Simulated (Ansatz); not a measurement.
AlRu (rocksalt type), DFT, PBE, PAW with Ansatz's default frozen-core files, scalar-relativistic (Ansatz 0.2.0), on 1 thread of Intel(R) Xeon(R) 6975P-C (Granite Rapids) (shared host).

Command: `ansatz run input.yaml --threads 1 --pin off --max-ram 3584MiB --backend cpu --events-out ev --progress --plain --runs-dir out`

```yaml
crystal:
  lattice:
    - [0.0, 2.2934087766, 2.2934087766]
    - [2.2934087766, 0.0, 2.2934087766]
    - [2.2934087766, 2.2934087766, 0.0]
  atoms:
    - { symbol: Ru, position: [0.0, 0.0, 0.0] }
    - { symbol: Al, position: [0.5, 0.5, 0.5] }
kpoints:
  mp_grid: { grid: [14, 14, 14] }
scf:
  occupations: { method: fermi_dirac, width: 0.05 }
hamiltonian:
  xc: pbe
  pseudopotentials: { kind: paw }
output:
  forces: true
  stress: true
  eigenvalues: true
relax:
  f_tol: 0.005
  max_steps: 40
  cell: { p_target: 60.0, stress_tol: 0.03 }
```

**Question.** How large is the problem that the program sets up?

**Answer.** 104 irreducible k-points, 459 plane waves at Γ, 14 bands.

**Question.** About how long does it take?

**Answer.** 6.4 s of wall time for 26 SCF iterations over 3 geometries. Times on shared machines scatter by tens of per cent.
